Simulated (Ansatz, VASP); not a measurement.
# Be: VASP beside Ansatz

```
Be
1.0
     2.22952    0.00000    0.00000
    -1.11476    1.93082    0.00000
     0.00000    0.00000    3.50833
Be
2
Direct
  0.33333 0.66667 0.25000
  0.66667 0.33333 0.75000
```

Alike in both runs: task single point; functional LDA; k mesh 23 × 23 × 13; occupations fermi-dirac, width 0.1 eV; no spin polarisation.

|  | VASP | Ansatz |
| --- | --- | --- |
| version | VASP 6.6.1 | Ansatz 0.2.0 |
| potentials or method | VASP PAW LDA potentials, release 64 (Be) | plane waves (420 eV) with PAW, scalar-relativistic |
| plane-wave cutoff (eV) | 520 | 420 |
| valence electrons in the cell | 4 | 4 |

Ansatz gave:

- pressure (GPa): 0.0
- largest component of the traceless stress (GPa): 0.39

**Question.** Which values does VASP return?

**Answer.** Pressure (GPa): 0.4; largest component of the traceless stress (GPa): 0.40.

Ansatz warned: «pseudo_functional_mismatch».
